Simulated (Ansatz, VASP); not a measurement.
**Two plane-wave programs on Mg2Ge**

Contents of INCAR:

```
PREC = Accurate ; ENCUT = 520
EDIFF = 1E-7 ; ISMEAR = -1
SIGMA = 0.05 ; LREAL = F
LASPH = T ; NELM = 100
ALGO = Normal ; ISIF = 2
LWAVE = F ; LCHARG = F
GGA = PE ; NBANDS = 16
```

KPOINTS

```
Automatic mesh
0
Gamma
  7 7 7
```

The input POSCAR:

```
Mg2Ge
1.0
    0.0000000000      3.2515452907      3.2515452907
    3.2515452907      0.0000000000      3.2515452907
    3.2515452907      3.2515452907      0.0000000000
Ge Mg
1 2
Direct
    0.0000000000      0.0000000000      0.0000000000
    0.7500000000      0.7500000000      0.7500000000
    0.2500000000      0.2500000000      0.2500000000
```

The input input.yaml:

```yaml
crystal:
  lattice:
    - [0.0, 3.2515452907, 3.2515452907]
    - [3.2515452907, 0.0, 3.2515452907]
    - [3.2515452907, 3.2515452907, 0.0]
  atoms:
    - { symbol: Ge, position: [0.0, 0.0, 0.0] }
    - { symbol: Mg, position: [0.75, 0.75, 0.75] }
    - { symbol: Mg, position: [0.25, 0.25, 0.25] }
hamiltonian:
  xc: pbe
  pseudopotentials: { kind: paw }
kpoints:
  mp_grid: { grid: [7, 7, 7] }
scf:
  occupations: { method: fermi_dirac, width: 0.05 }
output:
  forces: true
  stress: true
  eigenvalues: true
```

Change from the starting cell: volume scaled by 1.06.

Alike in both runs: task single point; functional PBE; k mesh 7 × 7 × 7; occupations fermi-dirac, width 0.05 eV; no spin polarisation.

|  | VASP | Ansatz |
| --- | --- | --- |
| version | VASP 6.6.1 | Ansatz 0.2.0 |
| potentials or method | VASP PAW PBE potentials, release 64 (Ge_d, Mg) | Ansatz PAW |
| plane-wave cutoff (eV) | 520 | 420 |
| valence electrons in the cell | 18 | 34 |

VASP gave:

| Item | Value |
| --- | --- |
| gap on the k mesh at the Fermi level (eV) | 0.32 |
| least direct gap on the mesh (eV) | 0.73 |
| pressure (GPa) | -1.9 |

What did Ansatz give for the same quantities?

gap on the k mesh at the Fermi level (eV): 0.32; least direct gap on the mesh (eV): 0.74; pressure (GPa): -1.8.

The two sets of potentials don't hold the same shells in valence.

Caveats: an odd mesh through Γ misses points on the zone boundary, where band edges often lie (VASP); odd divisions of the mesh miss points on the zone boundary, where band edges often lie, so the gap on the mesh can be too wide (Ansatz).
